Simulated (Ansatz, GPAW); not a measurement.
# Geometry or basis: what sets the conductance of a Rh chain with two B atoms in line, part 2 of 4

Aim: the conductance of a Rh chain with two B atoms in line after relaxation, and whether geometry, basis or functional moves it most.

GPAW 26.7.0 and Ansatz 0.2.0; Ansatz plane waves; relaxation of the junction with the lead ends held; PAW set soft_1 (the session's first sound run).

So far. Step 2 (Relaxing the atoms): The relaxation lowered the energy of the cell by 1.21 eV.

## Step 3: Plane waves, PBE

Plane waves give the reference curve, free of the bias of atom-centred orbitals.

This step: Ansatz plane waves; Landauer transmission by layers, zero bias; PAW set soft_1 (Ansatz 0.2.0).

input.yaml

```yaml
crystal:
  lattice:
    - [9.0, 0.0, 0.0]
    - [0.0, 9.0, 0.0]
    - [0.0, 0.0, 39.8568]
  atoms:
    - { symbol: Rh, position: [0.5, 0.5, 0.0288532948] }
    - { symbol: Rh, position: [0.5, 0.5, 0.0865598844] }
    - { symbol: Rh, position: [0.5, 0.5, 0.144266474] }
    - { symbol: Rh, position: [0.5, 0.5, 0.2019730636] }
    - { symbol: Rh, position: [0.5, 0.5, 0.2596796532] }
    - { symbol: Rh, position: [0.5, 0.5, 0.3173862427] }
    - { symbol: Rh, position: [0.489271527, 0.4695627846, 0.3745994414] }
    - { symbol: Rh, position: [0.5287998372, 0.5807889231, 0.4359951008] }
    - { symbol: B, position: [0.5043934125, 0.5127168774, 0.4783807747] }
    - { symbol: B, position: [0.495454117, 0.487535524, 0.5222441223] }
    - { symbol: Rh, position: [0.4709148402, 0.4187488747, 0.5645933992] }
    - { symbol: Rh, position: [0.5119936122, 0.5313026919, 0.625424359] }
    - { symbol: Rh, position: [0.5, 0.5, 0.6826137573] }
    - { symbol: Rh, position: [0.5, 0.5, 0.7403203468] }
    - { symbol: Rh, position: [0.5, 0.5, 0.7980269364] }
    - { symbol: Rh, position: [0.5, 0.5, 0.855733526] }
    - { symbol: Rh, position: [0.5, 0.5, 0.9134401156] }
    - { symbol: Rh, position: [0.5, 0.5, 0.9711467052] }
kpoints:
  mp_grid: { grid: [1, 1, 2] }
hamiltonian:
  xc: pbe
  pseudopotentials: { kind: paw, azcp: { folder: soft_1 } }
scf:
  occupations: { method: fermi_dirac, width: 0.1 }
output:
  transmission:
    leads: [[0, 1]]
    e_range: [-2, 2]
    de: 0.025
    kmesh: [1, 1]
    reduced_basis: true
  write_potential: true
  write_density: true
  volumetric_format: npy
  elf: true
```

Command:

```
> ansatz run input.yaml --threads 4 --pin off --max-ram 8192MiB --backend cpu --events-out ev --progress --plain --runs-dir out
```

Numbers of over 12 decimals in the logs are rounded to 6 here.

The program printed:

```text
[...]
Crystal: 18 atoms, lattice volume = 3228.401 Å³
Basis set: ecut = 420 eV, 63001 PW (Γ)
Bands: 167, of which v1, the nominal top of the filled ones, is band 139 counted from 1 (138 counted from 0)
Symmetry: 1 space group operations
[...]
k-points: 2
[...]
SCF iter   1: F=—  HF=-102709.065491 eV  |F-HF|=—  |Δ(HF+E_count)|=         —  Δρ=2.75e-2  dr2=2.50e1  ethr=3.10e-3  ⟨swp⟩=6.5  Hψ=1282  notcnv=0
[...]
SCF iter  13: F=-102704.169477 eV  HF=-102704.169477 eV  |F-HF|=5.62e-9  |Δ(HF+E_count)|=   2.46e-8  Δρ=4.49e-7  dr2=6.49e-9  ethr=3.60e-11  ⟨swp⟩=15.0  Hψ=850  notcnv=0
SCF 1 converged in 13 iterations: F = -102704.169477 eV  dr2 = 6.49e-9
[...]
transmission: 50 of 300 steps passed
transmission: 100 of 300 steps passed
[...]
transmission: 300 of 300 steps passed
WARN: The output density's exchange-correlation potential varies sharply where the density is thin. Do not read a vacuum level from v_tot or v_xc, or from such a field of the output density. On a cell that repeats whose density bears no net charge and no dipole along the vacuum's axis use v_es (v_loc + v_h of the components); under efield.dipole_correction with no amplitude use v_es + v_field, which holds any externa [...]
SCF converged after 13 iterations
Free energy (F): -102704.169477 eV
[...]
Internal energy: -102702.595774 eV  (E = F + TS)
E sigma→0 (E₀):  -102703.382626 eV
Entropy (-TS):   -1.573703 eV (-87.428 meV/atom)
Fermi energy:    -3.261023 eV
[...]
--- Band table (eV) ---
  k-point 0: bands = [... 135 lower, -3.4017, -3.3877, -3.3634, -3.3629, -3.2865, -3.2389, -3.1924, -3.1339, ... 24 higher]
  k-point 1: bands = [... 135 lower, -3.4163, -3.3978, -3.3638, -3.3627, -3.3623, -3.2334, -3.2128, -3.0573, ... 24 higher]
--- Transmission ---
  basis      : 717 plane waves across, 50 finite elements along
  points     : 1, standing for a mesh of 1 x 1
  filling    : by the input's occupations and mesh, since the crystals that have channels conduct as metals do. If one of these is a semiconductor, that mesh has misplaced its level
  energies   : 161 from -2.000000 to 2.000000 eV about the Fermi level, 0.025000 eV apart; the leads are filled to 0.000000 eV, and channels, transmission and decay are at 0.000000 eV
  crystal 0  : Rh1, at the sites [0, 1], period 2.3000 Å, over 27.60 Å; its Hamiltonian steps by up to 13.4 meV
    offset         : up to 0.0000 Å between an atom of the period and one for which it stands
    filled         : 66.5 meV over the level at which it is neutral
    channels       : 4.000000e0 a spin
    conductance    : 3.8968e14 S/m² at 300 K; may be off by some 0.0 % by where its bands' edges are placed, 14.6 % from the distance to neutral
  junction   : crystal 0 to crystal 0, 0.70 to 38.25 Å
    transmission   : 9.983682e-1 a spin
    error estimate : 1.059609e-4 a spin from the reduction of the transverse basis, at the most 4.987369e-3 at -1.875000 eV
    conductance    : 9.5397e13 S/m² at 300 K (9.5372e13 on every other energy)
    error estimate : 0.0 % from the energy spacing and 0.0 % from band edges of the leads and from resonances (wavevectors taken as independent; lower de), 0.0 % from the reduction of the transverse basis, 0.5 % from the steps of its leads' Hamiltonians or their offsets (lay more layers), 1.4 % from the distance to neutral
    resistance     : 7.9163e-3 Ω µm² beyond half of each lead's own
```

The job ended after 1.9 min (4 threads of Intel Xeon Platinum 8488C (Sapphire Rapids), shared host; peak memory 5 GiB).

Reading the cycles: dr2 is the Hartree energy of the density residual (eV), the measure of convergence; HF is the Harris–Foulkes estimate of the energy, which meets the free energy F at convergence.

This step gave:

```yaml
free_energy: -102704.1695 eV
lead_level: 0 eV from the Fermi level
transmission_at_the_fermi_level_one_spin: 0.9984
open_channels_of_the_lead_at_the_fermi_level_one_spin: 4
step_of_the_potential_along_the_lead: 13.4 meV
offset_of_the_lead: 0 Å
filling_of_the_lead_less_its_bulk_value_in_size: 66.5 meV
conductance: 0.9973 G₀
```

One spin. The transmission, zone mean by energy, zero at the Fermi level:

```tsv
energy (eV)	transmission, zone mean
-2.000	0.940
-1.925	1.40
-1.900	1.39
-1.850	0.903
-1.800	0.576
-1.700	0.348
-1.600	0.266
-1.500	0.226
-1.400	0.207
-1.300	0.211
-1.200	0.232
-1.100	0.199
-1.000	0.225
-0.900	0.281
-0.800	0.234
-0.700	0.215
-0.600	0.297
-0.500	0.627
-0.400	1.04
-0.325	1.09
-0.300	1.09
-0.200	1.09
-0.100	1.03
0.000	0.998
0.100	0.985
0.200	0.963
0.300	0.938
0.400	0.919
0.500	0.907
0.600	0.905
0.700	0.912
0.800	0.930
0.900	0.966
1.000	1.02
1.075	1.05
1.100	1.02
1.200	0.0751
1.300	0.0600
1.400	0.142
1.500	0.183
1.600	0.204
1.700	0.217
1.800	0.224
1.900	0.230
2.000	0.235
```

One spin. Open channels, zone mean against energy, zero at the Fermi level:

```tsv
energy (eV)	open channels, zone mean
-2.000	3
-1.900	3
-1.800	3
-1.700	3
-1.600	3
-1.500	3
-1.400	3
-1.300	3
-1.200	5
-1.100	5
-1.000	5
-0.900	5
-0.800	6
-0.700	6
-0.600	6
-0.500	6
-0.400	6
-0.300	6
-0.200	6
-0.100	6
0.000	4
0.100	4
0.200	4
0.300	4
0.400	4
0.500	4
0.600	4
0.700	4
0.800	4
0.900	4
1.000	3
1.100	3
1.200	1
1.300	1
1.400	1
1.500	1
1.600	1
1.700	1
1.800	1
1.900	1
2.000	1
```

Crystal 0, spin -, k parallel (0, 0); distinct values, listed up to 1.5 1/Å. Table of Im kz of the slowest decaying states by energy, zero at the Fermi level:

```tsv
energy (eV)	decay 1 (Å⁻¹)	decay 2 (Å⁻¹)	decay 3 (Å⁻¹)	decay 4 (Å⁻¹)
-2.0000	0.595	0.688	0.689	1.31
-1.7500	0.524	0.574	0.575	1.29
-1.5000	0.417	0.418	0.441	1.26
-1.2500	0.0622	0.0675	0.339	1.24
-1.0000	0.188	1.21	1.25	1.36
-0.7500	1.18	1.18	1.22	1.33
-0.5000	1.15	1.20	1.31	1.44
-0.2500	1.13	1.17	1.28	1.42
0.0000	0.219	0.219	1.10	1.14
0.2500	0.419	0.419	1.07	1.07
0.5000	0.535	0.535	1.04	1.08
0.7500	0.619	1.01	1.01	1.05
1.0000	0.0555	0.685	0.685	0.981
1.2500	0.0656	0.0666	0.203	0.739
1.5000	0.133	0.133	0.279	0.784
1.7500	0.165	0.165	0.336	0.823
2.0000	0.181	0.181	0.382	0.856
```

Crystal 0, spin -, k parallel (0, 0). Table of Re kz of states that move upwards by energy, zero at the Fermi level:

```tsv
energy (eV)	channel 1 (Å⁻¹)	channel 2 (Å⁻¹)	channel 3 (Å⁻¹)	channel 4 (Å⁻¹)	channel 5 (Å⁻¹)	channel 6 (Å⁻¹)
-2.000	-0.720	-0.720	0.678	-	-	-
-1.800	-0.679	-0.678	0.703	-	-	-
-1.600	-0.638	-0.638	0.728	-	-	-
-1.400	-0.599	-0.598	0.754	-	-	-
-1.200	-0.561	-0.560	0.178	0.180	0.780	-
-1.000	-0.523	-0.522	0.432	0.433	0.807	-
-0.800	-0.486	-0.485	0.168	0.602	0.602	0.836
-0.600	-0.449	-0.448	0.302	0.753	0.754	0.866
-0.400	-0.412	-0.411	0.392	0.898	0.909	0.909
-0.200	-0.374	-0.374	0.464	0.933	1.10	1.10
0.000	-0.337	-0.336	0.524	0.971	-	-
0.200	-0.298	-0.298	0.577	1.01	-	-
0.400	-0.258	-0.257	0.624	1.06	-	-
0.600	-0.215	-0.215	0.667	1.12	-	-
0.800	-0.168	-0.168	0.705	1.20	-	-
1.000	-0.112	-0.111	0.740	-	-	-
1.200	0.771	-	-	-	-	-
1.400	0.801	-	-	-	-	-
1.600	0.829	-	-	-	-	-
1.800	0.855	-	-	-	-	-
2.000	0.880	-	-	-	-	-
```

The electrostatic potential energy of an electron (with the applied field's), less the Fermi level, planar mean oscillates, so the rows of the table below give means over windows of 2.21 Å about each position, cut where the curve ends. Its first 14 maxima inside the range that stand out by 2 % of the span (Å: eV): 2.4: 4.88, 4.6: 4.89, 6.9: 4.88, 9.2: 4.87, 11.5: 4.86, 13.7: 4.77, 16.1: 4.62, 18.5: 4.49, 19.9: 4.62, 21.6: 4.49, 23.8: 4.61, 26.1: 4.77, 28.3: 4.86, 30.7: 4.86. Its first 14 minima: 1.2: 3.07, 3.4: 3.07, 5.8: 3.06, 8.1: 3.06, 10.3: 3.05, 12.7: 3.00, 14.9: 2.87, 17.4: 2.85, 19.0: 3.94, 20.8: 3.94, 22.6: 2.86, 24.9: 2.87, 27.2: 3.00, 29.5: 3.05.

Electrostatic potential energy of an electron (with the applied field's), less the Fermi level, planar mean against z; means over each step:

```tsv
z (Å)	electrostatic potential energy of an electron (with the applied field's), less the Fermi level, planar mean (eV)
1.10	3.95
3.31	3.95
5.53	3.95
7.73	3.95
9.95	3.95
12.16	3.92
14.37	3.83
16.57	3.83
18.79	4.13
21.00	4.19
23.21	3.79
25.41	3.81
27.62	3.91
29.84	3.94
32.04	3.94
34.25	3.95
36.46	3.95
38.67	3.92
```

The valence density, planar mean oscillates, so the rows of the table below give means over windows of 2.36 Å about each position, cut where the curve ends. Its first 14 maxima inside the range that stand out by 2 % of the span (Å: e/Å³): 1.2: 0.199, 3.4: 0.197, 5.8: 0.199, 8.1: 0.196, 10.3: 0.199, 12.7: 0.198, 14.9: 0.198, 17.4: 0.197, 22.4: 0.196, 24.9: 0.198, 27.2: 0.198, 29.5: 0.199, 31.7: 0.196, 34.1: 0.199. Its first 14 minima: 2.4: 0.0222, 4.6: 0.0219, 6.9: 0.0219, 9.2: 0.0220, 11.5: 0.0222, 13.7: 0.0230, 16.1: 0.0159, 19.9: 0.0194, 23.8: 0.0163, 26.1: 0.0230, 28.3: 0.0222, 30.7: 0.0220, 32.9: 0.0219, 35.3: 0.0219.

Table of valence density, planar mean by z; means over each step:

```tsv
z (Å)	valence density, planar mean (e/Å³)
1.18	0.0895
3.54	0.0895
5.90	0.0896
8.26	0.0896
10.62	0.0898
12.98	0.0901
15.34	0.0875
17.70	0.0922
20.06	0.0216
22.42	0.0916
24.78	0.0887
27.14	0.0896
29.50	0.0895
31.86	0.0895
34.22	0.0896
36.58	0.0896
38.94	0.103
```

ELF in the cb plane at fractional x = 0.489, with atoms of Rh and B within 0.2 Å of it. It is the smooth field of the valence electrons, not physical close to the nuclei.

Values, 13 rows by 16 columns, each cell a mean:
```
0.00 0.00 0.00 0.00 0.00 0.00 0.01 0.01 0.00 0.00 0.00 0.00 0.00 0.00 0.01 0.01
0.02 0.02 0.02 0.01 0.01 0.01 0.02 0.03 0.02 0.00 0.00 0.00 0.00 0.01 0.02 0.02
0.06 0.06 0.06 0.05 0.05 0.03 0.05 0.09 0.05 0.02 0.00 0.01 0.01 0.02 0.06 0.07
0.14 0.15 0.13 0.13 0.13 0.09 0.10 0.20 0.16 0.12 0.05 0.11 0.07 0.06 0.11 0.14
0.22 0.23 0.22 0.21 0.21 0.20 0.24 0.52 0.42 0.46 0.37 0.46 0.21 0.14 0.27 0.27
0.53 0.28 0.55 0.31 0.36 0.34 0.36 0.62 0.56 0.63 0.66 0.68 0.27 0.24 0.57 0.49
0.68 0.34 0.70 0.39 0.62 0.51 0.29 0.39 0.54 0.66 0.44 0.54 0.52 0.29 0.55 0.48
0.43 0.26 0.44 0.27 0.53 0.43 0.22 0.31 0.67 0.68 0.60 0.55 0.70 0.30 0.31 0.27
0.19 0.20 0.19 0.19 0.24 0.17 0.11 0.19 0.34 0.23 0.38 0.30 0.47 0.15 0.19 0.20
0.11 0.11 0.12 0.11 0.12 0.08 0.04 0.05 0.05 0.02 0.08 0.11 0.16 0.06 0.08 0.10
0.04 0.04 0.04 0.04 0.05 0.04 0.01 0.01 0.01 0.00 0.01 0.04 0.07 0.03 0.02 0.03
0.01 0.01 0.01 0.01 0.02 0.01 0.00 0.00 0.00 0.00 0.00 0.01 0.02 0.01 0.01 0.01
0.00 0.00 0.00 0.00 0.01 0.00 0.00 0.00 0.00 0.00 0.00 0.00 0.01 0.00 0.00 0.00
```
Columns run along c (16.0 Å, from fractional 0.26 to 0.66 of the cell), rows up along b (9.0 Å). Atoms in or near the plane, at fractional coordinates: Rh at (0.26, 0.50), Rh at (0.32, 0.50), Rh at (0.37, 0.47), B at (0.48, 0.51), B at (0.52, 0.49), Rh at (0.56, 0.42).

Valence density in the cb plane at fractional x = 0.489, with atoms of Rh and B within 0.2 Å of it. It is the smooth field of the valence electrons, not physical close to the nuclei.

Values in units of 1e0 e/Å³, 13 rows by 16 columns, each cell a mean:
```
0.0 0.0 0.0 0.0 0.0 0.0 0.0 0.0 0.0 0.0 0.0 0.0 0.0 0.0 0.0 0.0
0.0 0.0 0.0 0.0 0.0 0.0 0.0 0.0 0.0 0.0 0.0 0.0 0.0 0.0 0.0 0.0
0.0 0.0 0.0 0.0 0.0 0.0 0.0 0.0 0.0 0.0 0.0 0.0 0.0 0.0 0.0 0.0
0.0 0.0 0.0 0.0 0.0 0.0 0.1 0.2 0.1 0.0 0.0 0.0 0.0 0.0 0.0 0.0
0.2 0.1 0.2 0.1 0.1 0.1 0.8 3.3 0.4 0.1 0.1 0.0 0.0 0.1 0.6 0.5
4.1 0.7 4.4 1.0 1.4 0.9 1.7 6.6 1.0 0.5 0.4 0.3 0.2 0.2 5.3 3.9
9.1 1.4 9.7 2.2 7.4 4.7 0.5 1.3 0.7 0.7 0.6 1.1 3.8 0.7 4.8 3.5
2.1 0.4 2.3 0.6 4.3 2.7 0.1 0.1 0.2 0.3 0.4 1.7 9.6 1.2 0.5 0.4
0.1 0.1 0.1 0.1 0.3 0.2 0.0 0.0 0.0 0.0 0.1 0.4 2.5 0.3 0.1 0.0
0.0 0.0 0.0 0.0 0.0 0.0 0.0 0.0 0.0 0.0 0.0 0.0 0.1 0.0 0.0 0.0
0.0 0.0 0.0 0.0 0.0 0.0 0.0 0.0 0.0 0.0 0.0 0.0 0.0 0.0 0.0 0.0
0.0 0.0 0.0 0.0 0.0 0.0 0.0 0.0 0.0 0.0 0.0 0.0 0.0 0.0 0.0 0.0
0.0 0.0 0.0 0.0 0.0 0.0 0.0 0.0 0.0 0.0 0.0 0.0 0.0 0.0 0.0 0.0
```
Columns run along c (16.0 Å, from fractional 0.26 to 0.66 of the cell), rows up along b (9.0 Å). Atoms in or near the plane, at fractional coordinates: Rh at (0.26, 0.50), Rh at (0.32, 0.50), Rh at (0.37, 0.47), B at (0.48, 0.51), B at (0.52, 0.49), Rh at (0.56, 0.42).

Electrostatic potential energy in the cb plane at fractional x = 0.489, with atoms of Rh and B within 0.2 Å of it. With pseudopotentials it is smooth inside the atoms' cores, unlike the true potential.

Ten even steps from '0' (-65 eV) to '9' (2 eV), each cell a mean:
```
99999999999999999999999999999999999999999999
99999999999999999999999999999999999999999999
99999999999999999999999999999999999999999999
99999999999999999999999999999999999999999999
99999999999999999999999999999999999999999999
99999999999999999999999999999999999999999999
99999999999999999999999999999999999999999999
99999999999999999987689999999999999999999999
99999999999999999852137999999999999999987789
55799755789988899730016877899899999999841148
00477300268743578730026534787568999999610016
00166100057400048864357422574236755688610016
00277200157200038998888644774236410268842247
23688532478400158999999878886566200048987789
78899887899754579999999999999888300058999999
99999999999988899999999999999999732479999999
99999999999999999999999999999999988899999999
99999999999999999999999999999999999999999999
99999999999999999999999999999999999999999999
99999999999999999999999999999999999999999999
99999999999999999999999999999999999999999999
99999999999999999999999999999999999999999999
99999999999999999999999999999999999999999999
99999999999999999999999999999999999999999999
```
Columns run along c (16.0 Å, from fractional 0.26 to 0.66 of the cell; values clipped at the 3rd and 97th percentile), rows up along b (9.0 Å). Atoms in or near the plane, at fractional coordinates: Rh at (0.26, 0.50), Rh at (0.32, 0.50), Rh at (0.37, 0.47), B at (0.48, 0.51), B at (0.52, 0.49), Rh at (0.56, 0.42).

T at the Fermi level is 0.998 of 4 open channels a spin.

(Continued in part 3 of 4.)

[Logs are printed without paths, hosts, clocks, repeated set-up lines and the standing remarks that a program may print on its own settings, such as how far it seeks lower states.]

[Hosts, paths, dates, database ids (printed as entryN), source tags and the programs' standing remarks are cut or masked in the printed files.]
